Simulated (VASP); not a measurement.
# CaSe: G0W0 on PBE, by volume over the given one and cell

CaSe, Fm-3m (no. 225), 2 atoms in the cell. PBE, GW; PAW potentials Se_GW, Ca_sv_GW (PBE set).

| Volume over the given one | Cell | Quasiparticle gap on the mesh (eV) | Gap of the starting point on the mesh (eV) | Quasiparticle gap at the zone centre (eV) | Starting gap at the zone centre (eV) | Correction of the gap between the band edges on the mesh (eV) | Time (s) |
|---|---|---|---|---|---|---|---|
| 0.94 | scale = 0.94 | 3.52 | 1.85 | 5.07 | 3.66 | 1.67 | 51 |
| 0.97 | scale = 0.97 | ? | ? | ? | ? | ? | 50 |
| 1 | as given | 3.74 | 2.02 | 4.72 | 3.34 | 1.73 | 52 |
| 1.03 | scale = 1.03 | 3.84 | 2.08 | 4.56 | 3.19 | 1.75 | 51 |

What would be expected in the open row?

Answer: Quasiparticle gap on the mesh (eV): 3.63, Gap of the starting point on the mesh (eV): 1.94, Quasiparticle gap at the zone centre (eV): 4.88, Starting gap at the zone centre (eV): 3.51, Correction of the gap between the band edges on the mesh (eV): 1.69.

Limits: the mesh is coarse: the screening isn't converged, and the gap may still move by about 0.1 eV.

## Input of the first row

INCAR.step1:
```
SYSTEM = CaSe
PREC = Accurate ; ENCUT = 350
ISMEAR = 0 ; SIGMA = 0.05
LASPH = .TRUE. ; LREAL = .FALSE.
GGA = PE ; ALGO = Normal
EDIFF = 1E-8 ; NELM = 150
LWAVE = .TRUE. ; LCHARG = .FALSE.
KPAR = 4
```

INCAR.step2, as INCAR.step1 but for:
```
- ALGO = Normal
- NELM = 150
+ ALGO = Exact
+ NELM = 1
+ ISTART = 1
+ NBANDS = 228
+ LOPTICS = .TRUE.
```

INCAR.step3:
```
SYSTEM = CaSe
PREC = Accurate ; ENCUT = 350
ISMEAR = 0 ; SIGMA = 0.05
LASPH = .TRUE. ; LREAL = .FALSE.
GGA = PE ; ALGO = EVGW0
NBANDS = 228 ; NBANDSGW = 12
ENCUTGW = 160 ; NOMEGA = 48
PRECFOCK = Fast ; ISTART = 1
LWAVE = .FALSE. ; LCHARG = .FALSE.
NELMGW = 1 ; KPAR = 4
```

KPOINTS:
```
k-points
0
Gamma
  4 4 4
```

POSCAR:
```
CaSe
1.0
    0.0000000000      2.8956565374      2.8956565374
    2.8956565374      0.0000000000      2.8956565374
    2.8956565374      2.8956565374      0.0000000000
Se Ca
1 1
Direct
    0.5000000000      0.5000000000      0.5000000000
    0.0000000000      0.0000000000      0.0000000000
```

Commands (each step's output is kept before the next begins):
```
cat potpaw_PBE.64/Se_GW/POTCAR potpaw_PBE.64/Ca_sv_GW/POTCAR > POTCAR
cp INCAR.step1 INCAR
mpirun -np 4 vasp_std > vasp.out
cp INCAR.step2 INCAR
mpirun -np 4 vasp_std > vasp.out
cp INCAR.step3 INCAR
mpirun -np 4 vasp_std > vasp.out
```

VASP 6.6.1 took 51 s on 4 cores (AMD EPYC 9R45 (Zen 5)), a shared host.
